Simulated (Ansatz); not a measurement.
# SrO (P6_3/mmc): scan of the energy under strain in Python

What does a strain cost in SrO (P6_3/mmc)? A script is to give a scan of the energy under strain; the system is SrO (P6_3/mmc).

Program: the Python package of Ansatz 0.2.0. Level of theory: DFT PBEsol, plane waves, PAW. These are calculated values, not measurements.

## Step 1: Starting point

It takes space group P6_3/mmc (No. 194, hexagonal). Conventional cell: a = 3.553 Å, b = 3.553 Å, c = 6.217 Å, α = 90.00°, β = 90.00°, γ = 120.00°. Sr (site symmetry -6m2) has 6 O at 2.57 Å as nearest neighbours. O (site symmetry -3m) is surrounded by 6 Sr at 2.57 Å.

The script holds or builds the structure itself.

## Step 2: The script

Input file sro.py:

```python
"""A tetragonal strain scan of SrO."""

import logging
import sys

import ansatz as az
import matplotlib.pyplot as plt
import numpy as np

logging.basicConfig(stream=sys.stdout, format="%(levelname)s %(message)s")
logger = logging.getLogger("calc")
logger.setLevel(logging.INFO)

config = {
    "smearing": "gaussian",
    "sigma": 0.02,
    "cutoff_ev": 520,
    "mesh": (6, 6, 4),
}

VECTORS = np.array([
    [3.55329, 0.0, 0.0],
    [-1.77664, 3.07724, 0.0],
    [0.0, 0.0, 6.2173],
])
SITES = [
    ("Sr", (1 / 3, 2 / 3, 0.25)),
    ("Sr", (2 / 3, 1 / 3, 0.75)),
    ("O", (0.0, 0.0, 0.0)),
    ("O", (0.0, 0.0, 0.5)),
]


def on_lattice(cell):
    crystal = az.Crystal(lattice=az.Lattice.of(cell))
    for symbol, position in SITES:
        crystal = crystal.atom(symbol, position)
    return crystal

# clamped ions: the fractional positions stay as typed
values = np.linspace(-0.05, 0.05, 7)
energies = []
for d in values:
    strain = np.diag([d, d, (1 + d) ** -2 - 1])
    cell = VECTORS @ (np.eye(3) + strain)
    calculation = on_lattice(cell).calculation()
    calculation = calculation.pseudopotentials("paw")
    calculation = calculation.functional(az.Functional.PBESOL).occupations(config["smearing"], width=config["sigma"])
    calculation = calculation.basis(config["cutoff_ev"]).kpoints(*config["mesh"])
    r = calculation.run(threads=1, pin="off").report
    energies.append(r["free_energy_ev"] / len(SITES))
    logger.info(f"d = {d:+.4f}  F = {energies[-1]:.5f} eV/atom")
energies = np.array(energies)

for value, e in zip(values, energies):
    logger.info(f"strain {value:7.3f}   E - Emin = {1000 * (e - energies.min()):9.3f} meV/atom")
plt.figure(figsize=(4.5, 3))
plt.plot(values, 1000 * (energies - energies.min()), "o-")
plt.xlabel("strain")
plt.ylabel("meV/atom")
plt.tight_layout()
plt.savefig("strain.png", dpi=100)
curvature = 2 * np.polyfit(values, energies, 3)[1]
volume = abs(np.linalg.det(VECTORS)) / len(SITES)
logger.info(f"d2E/dd2 over the volume: {curvature / volume * 160.21766:.1f} GPa")
```

## Step 3: Launch

Launch:

```bash
python sro.py
```

**Question.** How much energy does this tetragonal strain cost, and what curvature follows?

The runs gave:

| quantity | value |
| --- | --- |
| curvature under the strain | 1122.4 GPa |
| runs compared | 7 |
| range of energy | 172.06 meV/atom |
| lowest point, strain | 0.000 |

In words: Against the unstrained cell the energy per atom changes by +172.06 meV at one end of the scan and +125.29 meV at the other, and its second derivative over the volume is 1122.4 GPa. The curvature belongs to this strain pattern and to the cell's stress; it equals a single elastic constant only for simple patterns. This cell is a computed structure, which may not be the phase found in nature. The ions keep their fractional positions (clamped ions).
